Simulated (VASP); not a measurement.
## KF (Carobbiite): phonons with LDA

KF (Carobbiite):

```
K F
1.0
     0.00000    2.58428    2.58428
     2.58428    0.00000    2.58428
     2.58428    2.58428    0.00000
K F
1 1
Direct
  0.00000 0.00000 0.00000
  0.50000 0.50000 0.50000
```

```json
{
  "Program": "VASP 6.6.1",
  "Task": "phonons",
  "Functional": "LDA",
  "Potentials or basis": "VASP PAW LDA potentials, release 64 (K_sv, F)",
  "Cutoff": "600 eV",
  "k mesh": "10 × 10 × 10",
  "Occupations": "gaussian, width 0.03 eV",
  "Spin": "no spin polarisation",
  "By perturbation theory": "no",
  "Further INCAR settings": "ALGO = Fast; EDIFF = 1e-08; IBRION = 6; POTIM = 0.015; NSW = 1"
}
```

| Quantity | Value |
| --- | --- |
| Highest phonon frequency at Γ, LO-TO splitting left out | 215 cm⁻¹ |

Phonon frequencies in cm⁻¹ (negative: imaginary):
```
              q point           frequencies
(0.000, 0.000, 0.000)  -1 -1 -1 215 215 215
```

Run time: 2.9 min on 1 thread of Intel(R) Xeon(R) 6975P-C (Granite Rapids) (shared host), peak memory 0.22 GiB.
